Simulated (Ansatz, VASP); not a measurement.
## Cross-check of SiC (Moissanite 3C) between VASP and Ansatz

One calculation is typed for both programs; each brings its own data sets and cutoff. How far apart do they land?

Program: Ansatz 0.2.0. Level of theory: plane waves, with VASP 6.6.1 beside it; single point at PBE and dielectric response at PBE. Results are calculated unless marked as measured.

## 1. Set-up

Symmetry: F-43m, No. 216, cubic system. Conventional cell: a = 4.358 Å, b = 4.358 Å, c = 4.358 Å, α = 90.00°, β = 90.00°, γ = 90.00°. Nearest to Si lie 4 C at 1.89 Å. Nearest to C lie 4 Si at 1.89 Å. Farther neighbours are not listed.

Structure file:

```cif
data_structure
_symmetry_space_group_name_H-M 'F-43m'
_symmetry_Int_Tables_number 216
_cell_length_a 4.3580
_cell_length_b 4.3580
_cell_length_c 4.3580
_cell_angle_alpha 90.000
_cell_angle_beta 90.000
_cell_angle_gamma 90.000
_cell_volume 82.77
loop_
_atom_site_label
_atom_site_type_symbol
_atom_site_symmetry_multiplicity
_atom_site_Wyckoff_symbol
_atom_site_fract_x
_atom_site_fract_y
_atom_site_fract_z
_atom_site_occupancy
Si1 Si 4 a 0.00000 0.00000 0.00000 1
C1 C 4 c 0.25000 0.25000 0.25000 1
```

## 2. VASP: single point, PBE

A single point gives forces, pressure and levels at one fixed geometry, so differences don't come from the geometry; what else differs is listed under the comparison.

Lines of VASP's logs that name or quote its potential files are left out, and so is its time.

The input, INCAR:

```
SYSTEM = SiC
PREC = Accurate
ENCUT = 520
EDIFF = 1E-07
NELM = 100
ISMEAR = 0
SIGMA = 0.05
LREAL = .FALSE.
ALGO = Normal
GGA = PE
NBANDS = 10
LORBIT = 11
LWAVE = .FALSE.
LCHARG = .FALSE.
KPAR = 4
```

The input, POSCAR:

```
SiC
1.0
    0.0000000000      2.1790000000      2.1790000000
    2.1790000000      0.0000000000      2.1790000000
    2.1790000000      2.1790000000      0.0000000000
Si C
1 1
Direct
    0.0000000000      0.0000000000      0.0000000000
    0.7500000000      0.7500000000      0.7500000000
```

The input, KPOINTS:

```
Automatic mesh
0
Gamma
9 9 9
0 0 0
```

The projector-augmented-wave data sets are Si and C (PBE family, release 64).

Run with:

```
> mpirun -np 4 vasp_std
```

Numbers of over 12 decimals in the logs are rounded to 6 here.

The program printed:

```text
[banner, memory and clock lines left out]
running    4 mpi-ranks, on    1 nodes
 distrk:  each k-point on    1 cores,    4 groups
 distr:  one band on    1 cores,    1 groups

 POSCAR found type information on POSCAR SiC
 POSCAR found :  2 types and       2 ions
 LDA part: xc-table for (Slater+PW92), standard interpolation
 POSCAR, INCAR and KPOINTS ok, starting setup
 FFT: planning ... GRIDC
 FFT: planning ... GRID_SOFT
 FFT: planning ... GRID
 WAVECAR not read
 entering main loop
       N       E                     dE             d eps       ncg     rms          rms(c)
DAV:   1     0.444199281970E+01    0.44420E+01   -0.39714E+03   732   0.671E+02
DAV:   2    -0.162770418892E+02   -0.20719E+02   -0.19676E+02   906   0.115E+02
DAV:   3    -0.169100324211E+02   -0.63299E+00   -0.63198E+00   820   0.174E+01
DAV:   4    -0.169126477960E+02   -0.26154E-02   -0.26152E-02   824   0.141E+00
DAV:   5    -0.169126599682E+02   -0.12172E-04   -0.12172E-04   822   0.887E-02    0.881E+00
DAV:   6    -0.151154539047E+02    0.17972E+01   -0.67514E+00   726   0.125E+01    0.389E+00
DAV:   7    -0.150648495526E+02    0.50604E-01   -0.37362E-01   816   0.378E+00    0.178E+00
DAV:   8    -0.150571943982E+02    0.76552E-02   -0.20544E-02   720   0.103E+00    0.163E-01
DAV:   9    -0.150573345491E+02   -0.14015E-03   -0.14570E-03   926   0.233E-01    0.112E-01
DAV:  10    -0.150574415338E+02   -0.10698E-03   -0.20922E-04   772   0.967E-02    0.243E-02
DAV:  11    -0.150574436664E+02   -0.21326E-05   -0.37587E-05   794   0.342E-02    0.589E-03
DAV:  12    -0.150574440654E+02   -0.39896E-06   -0.14984E-06   746   0.827E-03    0.993E-04
DAV:  13    -0.150574441071E+02   -0.41776E-07   -0.72234E-08   522   0.209E-03
   1 F= -.15057444E+02 E0= -.15057444E+02  d E =-.165203E-11
```

From OUTCAR (step 2):

```text
ion  position               nearest neighbor table
   1  0.000  0.000  0.000-   2 1.89   2 1.89   2 1.89   2 1.89
   2  0.750  0.750  0.750-   1 1.89   1 1.89   1 1.89   1 1.89

  LATTYP: Found a face centered cubic cell.
 ALAT       =     4.3580000000

 Subroutine GETGRP returns: Found 24 space group operations
 (whereof 24 operations were pure point group operations)

The static configuration has the point symmetry T_d .

 Found     35 irreducible k-points:

   k-points           NKPTS =     35   k-points in BZ     NKDIM =     35   number of bands    NBANDS=     10

   dimension x,y,z NGX =    24 NGY =   24 NGZ =   24
   dimension x,y,z NGXF=    48 NGYF=   48 NGZF=   48

   ENCUT  =  520.0 eV  38.22 Ry    6.18 a.u.   5.73  5.73  5.73*2*pi/ulx,y,z

   NELECT =       8.0000    total number of electrons

 k-points in reciprocal lattice and weights: Automatic mesh
   0.00000000  0.00000000  0.00000000       0.001
   0.11111111  0.00000000  0.00000000       0.011
   0.22222222  0.00000000  0.00000000       0.011
   0.33333333  0.00000000  0.00000000       0.011
   0.44444444  0.00000000  0.00000000       0.011
   0.11111111  0.11111111  0.00000000       0.008
   0.22222222  0.11111111  0.00000000       0.033
   0.33333333  0.11111111  0.00000000       0.033
   0.44444444  0.11111111  0.00000000       0.033
[...]
-0.33333333  0.44444444  0.11111111       0.033
  -0.33333333  0.44444444  0.22222222       0.033

 average (electrostatic) potential at core
       1 -80.3729       2 -44.7821

 E-fermi :   8.3198

 k-point     1 :       0.0000    0.0000    0.0000
  band No.  band energies     occupation
      1      -7.2961      2.00000
      2       8.1072      2.00000
      3       8.1072      2.00000
      4       8.1072      2.00000
      5      14.3412      0.00000
      6      15.4144      0.00000
      7      15.4144      0.00000
      8      15.4144      0.00000
      9      22.6135      0.00000
    ...

 k-point     2 :       0.1111    0.0000    0.0000
  band No.  band energies     occupation
      1      -7.0552      2.00000
      2       6.8945      2.00000
      3       7.9449      2.00000
      4       7.9449      2.00000
      5      14.5997      0.00000
      6      15.7053      0.00000
      7      15.7053      0.00000
      8      15.7921      0.00000
      9      21.5403      0.00000
    ...

 k-point     3 :       0.2222    0.0000    0.0000
  band No.  band energies     occupation
      1      -6.3459      2.00000
      2       4.4637      2.00000
      3       7.5924      2.00000
      4       7.5924      2.00000
      5      14.2155      0.00000
      6      16.0362      0.00000
      7      16.0362      0.00000
      8      17.1597      0.00000
      9      21.0514      0.00000
    ...

  Total        0.4149766      0.4149766      0.4149766      0.0000000      0.0000000      0.0000000
  in kB       32.1316113     32.1316113     32.1316113      0.0000000      0.0000000      0.0000000
  external PRESSURE =      32.1316113 kB  Pullay stress =       0.0000000 kB

  energy-cutoff  :      520.00
  volume of cell :       20.69
      direct lattice vectors                 reciprocal lattice vectors
     0.000000000  2.179000000  2.179000000    -0.229463056  0.229463056  0.229463056
     2.179000000  0.000000000  2.179000000     0.229463056 -0.229463056  0.229463056
     2.179000000  2.179000000  0.000000000     0.229463056  0.229463056 -0.229463056

 POSITION                                       TOTAL-FORCE (eV/Angst)
 -----------------------------------------------------------------------------------
      0.00000      0.00000      0.00000         0.000000      0.000000      0.000000
      3.26850      3.26850      3.26850        -0.000000     -0.000000     -0.000000
 -----------------------------------------------------------------------------------
    total drift:                               -0.000000     -0.000000     -0.000000

  FREE ENERGIE OF THE ION-ELECTRON SYSTEM (eV)
  ---------------------------------------------------
  free  energy   TOTEN  =       -15.0574441071 eV

  energy  without entropy=      -15.0574441071  energy(sigma->0) =      -15.05744411

 total charge
# of ion       s       p       d       tot
------------------------------------------
    1        0.708   0.972   0.000   1.680
    2        0.837   1.709   0.000   2.546
--------------------------------------------------
tot          1.545   2.681   0.000   4.226

[... 3 further parts left out ...]
```

The gap is read on the k-mesh alone, so it is an upper bound where the band edges lie off the mesh.

## 3. Ansatz: single point, PBE

Ansatz runs on its default PAW (the set named soft_2) files.

The same cell, functional, mesh and smearing now go to Ansatz, which takes its cutoff from its data sets.

The input, input.yaml:

```yaml
crystal:
  lattice:
    - [0.0, 2.179, 2.179]
    - [2.179, 0.0, 2.179]
    - [2.179, 2.179, 0.0]
  atoms:
    - { symbol: Si, position: [0.0, 0.0, 0.0] }
    - { symbol: C, position: [0.75, 0.75, 0.75] }
hamiltonian:
  xc: pbe
  pseudopotentials: { kind: paw }
kpoints:
  mp_grid: { grid: [9, 9, 9] }
scf:
  occupations: { method: gaussian, width: 0.05 }
  n_extra_bands: 4
output:
  forces: true
  stress: true
  eigenvalues: true
```

Run with:

```
> ansatz run input.yaml --threads 2 --pin off --max-ram 4608MiB --backend cpu --events-out ev --progress --plain --runs-dir out
```

The program printed:

```text
scf.n_extra_bands = 4 over 4 filled bands (N_el = 8.0): the run solves 8 bands
Engine: ansatz 0.2.0, aarch64-unknown-linux-gnu
Pseudopotentials: kind: paw
Pseudopotential: Si, paw, valence charge 4, recommended cutoff 420 eV (normal), Si.paw.azcp
Pseudopotential: C, paw, valence charge 4, recommended cutoff 420 eV (normal), C.paw.azcp
Functional definition: PBE
  parameter kappa = 0.804
  parameter beta = 0.066725
  exchange = pbe_x(kappa = kappa, mu = beta*pi^2/3)
  correlation = pbe_c(beta = beta)
Crystal: 2 atoms, lattice volume = 20.692 Å³
Basis set: ecut = 420 eV, 411 PW (Γ), exchange–correlation on 48×48×48 points (8 copies of the dense FFT grid, shifted against one another)
Bands: 8, of which v1, the nominal top of the filled ones, is band 4 counted from 1 (3 counted from 0)
Symmetry: 24 space group operations
Space group: F-43m (ITA 216), of the structure as read, at distance tolerance 2.7e-5 Å
k-points: 35 of 729 (time reversal used)
Non-local potential: Si, projectors of the file, l = 0: 2, l = 1: 2, l = 2: 2
Non-local potential: C, projectors of the file, l = 0: 2, l = 1: 2, l = 2: 1
PAW form: soft (Blöchl's): semilocal exchange-correlation on the pseudo side does not see the compensation charge
PAW one-centre angular grid: Si, 110 points (default); XC on 64 Gauss nodes
PAW one-centre angular grid: C, 110 points (default); XC on 64 Gauss nodes
Initial density: superposition of atomic densities (neutral atoms: chi_scale 0, normalization atom), corrected by the library's trained network
Initial wavefunctions: pseudopotential atomic-orbital guess
Functional: x = pbe(κ = 0.804, μ = 0.219515), c = pbe(β = 0.066725)
SCF iter   1: F=—  HF=-887.156695 eV  |F-HF|=—  |Δ(HF+E_count)|=         —  Δρ=2.23e-3  dr2=1.05e-3  ethr=1.77e-3  ⟨swp⟩=5.5  Hψ=2278  notcnv=0
preconditioner: auto → none  [insulator: Δε(μ)=1.481 eV  Ē_g=14.040 eV  σ=0.050 eV  W_gap=1.00  n_scr=0 (ndim 8)  ℏωp=23.1 eV  f_vac=0.000  D(μ)=0.00/eV (n_scr^D=0)  ε∞_Penn≈3.7]
SCF iter   2: F=—  HF=-887.156644 eV  |F-HF|=—  |Δ(HF+E_count)|=   5.03e-5  Δρ=8.34e-4  dr2=8.81e-5  ethr=1.31e-5  ⟨swp⟩=2.0  Hψ=656  notcnv=0
SCF iter   3: F=—  HF=-887.156656 eV  |F-HF|=—  |Δ(HF+E_count)|=   1.17e-5  Δρ=3.61e-4  dr2=6.67e-6  ethr=1.10e-6  ⟨swp⟩=2.7  Hψ=415  notcnv=0
SCF iter   4: F=—  HF=-887.156682 eV  |F-HF|=—  |Δ(HF+E_count)|=   2.64e-5  Δρ=3.86e-5  dr2=2.66e-7  ethr=8.34e-8  ⟨swp⟩=2.2  Hψ=412  notcnv=0
iter 5 did not close the SCF: its close was put off for the readings that it lacked (scf_convergence_deferred on its scf_iter line)
SCF iter   5: F=-887.156682 eV  HF=-887.156682 eV  |F-HF|=5.65e-10  |Δ(HF+E_count)|=   1.34e-7  Δρ=3.14e-6  dr2=1.59e-9  ethr=3.33e-9  ⟨swp⟩=2.1  Hψ=412  notcnv=0
SCF iter   6: F=-887.156682 eV  HF=-887.156682 eV  |F-HF|=3.07e-11  |Δ(HF+E_count)|=   1.24e-9  Δρ=5.59e-7  dr2=5.23e-11  ethr=1.98e-11  ⟨swp⟩=1.3  Hψ=861  notcnv=0
SCF 1 converged in 6 iterations: F = -887.156682 eV  dr2 = 5.23e-11
  greatest PAW one-centre occupation: 0.645 electrons in one spin orbital (limit 2), on the C atom at site 1 (counted from 0), in its partial waves of l = 0
SCF converged after 6 iterations
Free energy (F): -887.156682 eV
Harris-Foulkes:  -887.156682 eV  (|F-HF|=3.07e-11)
Internal energy: -887.156682 eV  (E = F + TS)
E sigma→0 (E₀):  -887.156682 eV
Fermi energy:    10.231580 eV
--- Per-component energies (eV) ---
  E_band       = 28.696551
  E_kinetic    = 135.726189
  E_local      = -104.411335  (includes V_loc(G=0)·N_el)
  E_nonlocal   = 51.848414
  E_hartree    = 32.059096
  E_xc         = -105.503506
  E_vxc        = -109.370234  (∫ρ·V_xc dr)
  E_paw        = -612.091771  (= ΣΔE_a)
  E_vpaw       = -9.214635  (= ΣTr[D̂ρ^β])
  E_aug_tail   = 0.000011  (compensation charges beyond the density's cutoff)
  E_ewald      = -284.783780
  E_smearing   = -0.000000  (= −TS)
  E_closure    = 0.000000  (closes the sum)
  Σ components = -887.156682   (vs F -887.156682, Δ=0.00e0)
--- Forces (eV/Å), atoms counted from 1 ---
  atom   1  Si    -0.00000000     0.00000000    -0.00000000
  atom   2  C      0.00000000    -0.00000000     0.00000000
  max |Σ_I F_I| component: 7.40e-17 eV/Å
--- Stress (GPa, compression-positive) ---
        3.269546       0.000000      -0.000000
        0.000000       3.269546       0.000000
        0.000000       0.000000       3.269546
  P = ⅓ Tr σ = 3.2695 GPa (32.695 kbar)
--- Band table (eV; the first three rows and the last of 35) ---
  k-point 0: bands = ["-5.9241", "9.4799", "9.4799", "9.4799", "15.6935", "16.7893", "16.7893", "16.7893"]
  k-point 1: bands = ["-5.6831", "8.2671", "9.3177", "9.3177", "15.9597", "17.0796", "17.0796", "17.1601"]
  k-point 2: bands = ["-4.9737", "5.8358", "8.9651", "8.9651", "15.5814", "17.4095", "17.4095", "18.5219"]
  k-point 34: bands = ["-0.9101", "2.4945", "4.3892", "5.3650", "14.5453", "18.2661", "18.5124", "20.6976"]
```

Run time: 0.56 s. Hardware: 2 threads of Arm Neoverse V1, shared host; peak memory 0.26 GiB; 0.98 s of CPU time.

The run ends at a pressure of 3.27 GPa.

## 4. Comparison

Known differences besides the potentials themselves: the cutoff is 420 eV in Ansatz and 520 eV in VASP; VASP leaves aspherical gradient terms in its spheres out (LASPH is not set), Ansatz keeps them. Total energies have different zeros and are not compared.

Both answers:

```csv
quantity,Ansatz,VASP,difference
pressure (GPa),3.27,3.21,+0.06
pressure without Ansatz's Pulay correction (GPa),2.98,3.21,-0.23
gap on the k mesh (eV),1.505,1.502,+0.002
```

A gap on the mesh is an upper bound, since the band edges may lie between its points. Ansatz's pressure holds a Pulay correction of 0.29 GPa; VASP's holds none.

## 5. Ansatz: dielectric response, PBE

The response to a field tests empty states and converges slowly with the mesh.

input.yaml, the sections that differ from step 3:

```yaml
kpoints:
  mp_grid: { grid: [14, 14, 14] }
scf:
  occupations: { method: fixed }
dielectric:
  method: response
# crystal, hamiltonian: as in step 3
# output: removed
```

The program printed:

```text
[...]
Crystal: 2 atoms, lattice volume = 20.692 Å³
Basis set: ecut = 420 eV, 411 PW (Γ), exchange–correlation on 48×48×48 points (8 copies of the dense FFT grid, shifted against one another)
Bands: 8, of which v1, the nominal top of the filled ones, is band 4 counted from 1 (3 counted from 0)
[... 1 set-up line as in the run before ...]
k-points: 428 of 2744 (irreducible under 4 space group operations, time reversal used)
[...]
Born effective charges Z* (e; rows j = field, columns β = displacement):
    site 0:
         2.71363   -0.00000    0.00000
         0.00000    2.71363   -0.00000
        -0.00000    0.00000    2.71363
    site 1:
        -2.71363    0.00000   -0.00000
        -0.00000   -2.71363    0.00000
         0.00000   -0.00000   -2.71363
  Z* charge neutrality: 3.685e-6 e pre-enforcement
  k-mesh period / interband length: 43.1 Å / 2.14 Å = 20.13 at k = (0.0000, -0.5000, -0.5000), direct gap 4.546 eV — 14 or more, which is no proof of convergence
[key lines of the parts left out:]
SCF converged after 6 iterations
Free energy (F): -887.157117 eV
Fermi energy:    9.479420 eV
```

It took 12 s on 2 threads; peak memory 0.44 GiB; 24 s of CPU time.

## 6. VASP: dielectric response, PBE

The same cell, functional and mesh now go to VASP, with its own data sets and cutoff.

The input, INCAR:

```
SYSTEM = SiC
PREC = Accurate
ENCUT = 520
EDIFF = 1E-08
NELM = 100
ISMEAR = 0
SIGMA = 0.01
LREAL = .FALSE.
ALGO = Normal
GGA = PE
NBANDS = 10
LWAVE = .FALSE.
LCHARG = .FALSE.
KPAR = 4
LEPSILON = .TRUE.
```

POSCAR is that of step 2.

The input, KPOINTS:

```
Automatic mesh
0
Gamma
14 14 14
0 0 0
```

Run with:

```
> mpirun -np 4 vasp_std
```

The program printed:

```text
[... set-up lines as in an earlier step ...]
 entering main loop
       N       E                     dE             d eps       ncg     rms          rms(c)
DAV:   1     0.305247330984E+01    0.30525E+01   -0.40672E+03  2154   0.680E+02
DAV:   2    -0.163303139424E+02   -0.19383E+02   -0.18464E+02  2732   0.109E+02
DAV:   3    -0.169103241902E+02   -0.58001E+00   -0.57910E+00  2452   0.167E+01
DAV:   4    -0.169127029148E+02   -0.23787E-02   -0.23786E-02  2396   0.134E+00
[...]
DAV:  13    -0.150578612455E+02   -0.42006E-07   -0.73293E-08  2348   0.209E-03    0.105E-03
DAV:  14    -0.150578612326E+02    0.12839E-07   -0.60092E-09  1458   0.562E-04    0.374E-04
DAV:  15    -0.150578612342E+02   -0.15597E-08   -0.67818E-10  1094   0.202E-04
   1 F= -.15057861E+02 E0= -.15057861E+02  d E =-.111993E-13
 Linear response reoptimize wavefunctions to high precision
DAV:   1    -0.150578612349E+02   -0.72976E-09   -0.47173E-11  1216   0.556E-05
DAV:   2    -0.150578612349E+02    0.78444E-11   -0.32556E-12  1064   0.163E-05
 Linear response G [H, r] |phi>, progress :
  Direction:   1
[...]
RMM:   9    -0.367529205320E+00    0.53339E-06   -0.14253E-09 14070   0.324E-04    0.376E-05
RMM:  10    -0.367529474477E+00   -0.26916E-06    0.73656E-11  9210   0.315E-05    0.996E-06
 change of polarisation eV/A/(eV/A) component  2 :     0.108     0.681     0.133
 dielectric tensor                  component  2 :     0.945     6.958     1.166
 Linear response to external field, progress :
  Direction:   3
       N       E                     dE             d eps       ncg     rms          rms(c)
RMM:   1    -0.346239034696E+00   -0.34624E+00   -0.13731E+00 19691   0.253E+00
RMM:   2    -0.354409448710E+00   -0.81704E-02   -0.24809E-03 13683   0.355E-01    0.865E-01
RMM:   3    -0.348314396241E+00    0.60951E-02   -0.46792E-03 13790   0.424E-01    0.512E-01
RMM:   4    -0.363502527082E+00   -0.15188E-01   -0.59230E-03 13771   0.490E-01    0.857E-02
[...]
RMM:   8    -0.367529740167E+00   -0.48395E-05   -0.59711E-09 15057   0.600E-04    0.187E-04
RMM:   9    -0.367529206522E+00    0.53365E-06   -0.13427E-09 14086   0.324E-04    0.375E-05
RMM:  10    -0.367529475071E+00   -0.26855E-06    0.38741E-11  9202   0.315E-05    0.991E-06
 change of polarisation eV/A/(eV/A) component  3 :     0.093     0.169     0.681
 dielectric tensor                  component  3 :     0.813     1.479     6.958
 Born effective charges drift removed
```

From OUTCAR (step 6):

```text
  Total        0.4145065      0.4145065      0.4145065      0.0000000     -0.0000000      0.0000000
  in kB       32.0952118     32.0952118     32.0952118      0.0000000     -0.0000000      0.0000000
  external PRESSURE =      32.0952118 kB  Pullay stress =       0.0000000 kB

 POSITION                                       TOTAL-FORCE (eV/Angst)
 -----------------------------------------------------------------------------------
      0.00000      0.00000      0.00000         0.000000      0.000000     -0.000000
      3.26850      3.26850      3.26850         0.000000     -0.000000      0.000000
 -----------------------------------------------------------------------------------
    total drift:                               -0.000000     -0.000000     -0.000000

 MACROSCOPIC STATIC DIELECTRIC TENSOR (including local field effects in DFT)
 ------------------------------------------------------
           6.957736    -0.000000    -0.000000
          -0.000000     6.957736    -0.000000
           0.000000    -0.000000     6.957736
 ------------------------------------------------------

[... 1 part as in an earlier step ...]

[... 1 further part left out ...]
```

Energies printed during the response cycles are not total energies of the cell.

## 7. Side by side

Compared:

```
                                     quantity  Ansatz   VASP  difference
                                        ε∞ xx    6.96   6.96     +0.02 %
                                        ε∞ yy    6.96   6.96     +0.02 %
                                        ε∞ zz    6.96   6.96     +0.02 %
Born charge of Si1 (mean of the diagonal) (e)    2.71   2.70       +0.01
 Born charge of C2 (mean of the diagonal) (e)   -2.71  -2.70       -0.01
```

## 8. Outcome

```
difference in gap on the k mesh (single point, PBE) : 0.0023 eV
difference in ε∞ xx (dielectric response, PBE)      : 0.022 %
```

The difference in gap on the k mesh is 0.0023 eV (single point, PBE), within the 0.08 eV picked in this series as the mark of a large difference. Such differences can come from data sets, numerical settings and the points named under the comparisons, not from the functional's error against experiment.

[Lines on the potential files, build, host, timing and source positions are cut from VASP's logs without a mark.]

[Logs are printed without paths, hosts, clocks, repeated set-up lines and the standing remarks that a program may print on its own settings, such as how far it seeks lower states.]

[Hosts, paths, dates, database ids (printed as entryN), source tags and the programs' standing remarks are cut or masked in the printed files.]
